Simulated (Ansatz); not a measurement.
Ru: equation of state with PBE

Ru:

```
Ru
1.0
     2.70580    0.00000    0.00000
    -1.35290    2.34329    0.00000
     0.00000    0.00000    4.28190
Ru
2
Direct
  0.66667 0.33333 0.75000
  0.33333 0.66667 0.25000
```

| Quantity | Value |
| --- | --- |
| Program | Ansatz 0.2.0 |
| Task | equation of state |
| Functional | PBE |
| Potentials or basis | Ansatz PAW |
| Cutoff | 420 eV |
| Density cutoff | 1680 eV |
| k mesh | 11 × 11 × 6 |
| Occupations | fermi-dirac, width 0.05 eV |
| Spin | no spin polarisation |

```json
{
  "Equilibrium volume": "13.77 Å³/atom",
  "Bulk modulus at fixed shape and positions": "312 GPa",
  "Pressure derivative of the bulk modulus": "4.8"
}
```

Energy against volume, from the lowest point:
```tsv
volume (Å³/atom)	energy (meV/atom)
12.760	82.90
13.032	42.31
13.303	15.96
13.575	2.31
13.846	0.00
14.118	7.77
14.389	24.54
```

All runs of the series together: 4.9 s on 2 threads of Intel(R) Xeon(R) Platinum 8488C (Sapphire Rapids), on a shared host.

Caveat: the cell was scaled at fixed shape and fractional positions, which overstates the stiffness of a crystal with free parameters, most of all of layers and chains.
